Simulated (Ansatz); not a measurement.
Space group P6_3mc (No. 186). a = 3.807 Å, b = 3.807 Å, c = 6.246 Å, α = 90.00°, β = 90.00°, γ = 120.00°
```
atom site symmetry x y z
  Zn    2b       3m.  0.3333  0.6667  0.0054
   S    2b       3m.  0.3333  0.6667  0.3796
```

Equation of state of this ZnS structure (not necessarily the ground state), with shape and atoms relaxed at each volume where symmetry leaves them free. Computed with Ansatz 0.2.0, DFT r2SCAN, scalar-relativistic, plane waves, PAW.

Settings: cutoff 500 eV, Γ-centred mesh 6×6×4 on the computed 4-atom cell, Gaussian smearing of 0.02 eV; no spin polarisation.

```
V (Å³/atom) E − E(largest V) (meV/atom) P (GPa) gap on mesh (eV)
     17.244                        45.27    13.15              3.38
     17.832                         4.84     9.01              3.22
     18.420                       -21.60     5.50              3.07
     19.008                       -36.15     2.52              2.92
     19.596                       -40.61    -0.02              2.78
     20.183                       -36.43    -2.19              2.64
     20.771                       -24.93    -4.04              2.51
     21.555                         0.00    -6.08              2.34
```

Fit a third-order Birch–Murnaghan equation to E(V).

V0 = 19.59 Å³/atom, B0 = 78 GPa, B0' = 4.3.